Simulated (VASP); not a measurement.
Write the native input for VASP 6.6.1 that does the following.

```yaml
Task: relaxation of cell and atoms
Functional: LDA
Potentials_or_basis: VASP PAW LDA potentials, release 64 (Zn, N)
Cutoff: 600 eV
k_mesh: 4 × 4 × 4
Occupations: gaussian, width 0.03 eV
Spin: no spin polarisation
Further_INCAR_settings: LREAL = Auto; ALGO = Normal; EDIFF = 1e-06; IBRION = 2; EDIFFG = -0.01; NSW = 90; ISIF = 3
```

The structure of Zn3N2 lies in POSCAR:

```
Zn3N2
1.0
   -4.8657039417      4.8657039417      4.8657039417
    4.8657039417     -4.8657039417      4.8657039417
    4.8657039417      4.8657039417     -4.8657039417
Zn N
24 16
Direct
    0.2763928900      0.0240941700      0.0481893800
    0.7477012800      0.2236071100      0.2717964900
    0.0240952100      0.4759058300      0.7522987200
    0.4759047900      0.2282035100      0.4518106200
    0.4518106200      0.4759047900      0.2282035100
    0.0240941700      0.0481893800      0.2763928900
    0.2717964900      0.7477012800      0.2236071100
    0.4759058300      0.7522987200      0.0240952100
    0.7522987200      0.0240952100      0.4759058300
    0.2236071100      0.2717964900      0.7477012800
    0.0481893800      0.2763928900      0.0240941700
    0.2282035100      0.4518106200      0.4759047900
    0.5240941700      0.2477012800      0.9759047900
    0.7282035100      0.2522987200      0.7763928900
    0.9759058300      0.9518106200      0.7236071100
    0.5481893800      0.5240952100      0.7717964900
    0.5240952100      0.7717964900      0.5481893800
    0.9759047900      0.5240941700      0.2477012800
    0.2522987200      0.7763928900      0.7282035100
    0.7236071100      0.9759058300      0.9518106200
    0.2477012800      0.9759047900      0.5240941700
    0.7763928900      0.7282035100      0.2522987200
    0.9518106200      0.7236071100      0.9759058300
    0.7717964900      0.5481893800      0.5240952100
    0.7291215300      0.4791215300      0.2500000000
    0.7500000000      0.7708784700      0.0208784700
    0.0208784700      0.7500000000      0.7708784700
    0.2500000000      0.7291215300      0.4791215300
    0.4791215300      0.2500000000      0.7291215300
    0.7708784700      0.0208784700      0.7500000000
    0.2708784700      0.5208784700      0.7500000000
    0.2500000000      0.2291215300      0.9791215300
    0.9791215300      0.2500000000      0.2291215300
    0.7500000000      0.2708784700      0.5208784700
    0.5208784700      0.7500000000      0.2708784700
    0.2291215300      0.9791215300      0.2500000000
    0.5000000000      0.0000000000      0.0000000000
    0.0000000000      0.0000000000      0.5000000000
    0.0000000000      0.5000000000      0.0000000000
    0.5000000000      0.5000000000      0.5000000000
```

The cell comes from a database or a generator and needn't be the stable form of this composition.

The input as run:

INCAR

```
PREC     = Accurate       # precision mode
ENCUT    = 600            # plane-wave cutoff, eV
EDIFF    = 1E-6           # SCF threshold, eV
ISMEAR   = 0              # smearing method
SIGMA    = 0.03           # smearing width, eV
LREAL    = Auto         
LASPH    = T              # aspherical terms in the spheres
NELM     = 80             # most SCF steps
ALGO     = Normal         # electronic algorithm
ISIF     = 3              # what is computed and relaxed
LWAVE    = F              # write WAVECAR
LCHARG   = F              # write CHGCAR
GGA      = CA             # functional
IBRION   = 2              # ionic algorithm
NSW      = 90             # ionic steps
EDIFFG   = -0.01          # ionic threshold
KPAR     = 8
```

KPOINTS

```
Automatic mesh
0
Gamma
  4 4 4
```

Potentials or basis: VASP PAW LDA potentials, release 64 (Zn, N).

The run is started by

```console
$ cat potpaw_LDA.64/Zn/POTCAR potpaw_LDA.64/N/POTCAR > POTCAR
$ mpirun -np 8 vasp_std > vasp.out
```

It gave:

The relaxed volume is 11.04 Å³/atom and the relaxed cell is a = 8.308 Å, b = 8.308 Å, c = 8.308 Å, α = 109.47°, β = 109.47°, γ = 109.47°. The space group after relaxing (to 0.05 Å) is Ia-3 (No. 206), the energy gained by relaxing is 10.5 meV/atom and the ionic steps are 16. The pressure after relaxing is 0.0 GPa and the largest force after relaxing is 0.009 eV/Å. The band gap on the k mesh is 0.03 eV, direct.

It took 31 min on 8 MPI ranks on Intel(R) Xeon(R) 6975P-C (Granite Rapids) (shared host), peak memory 1 GiB a rank.
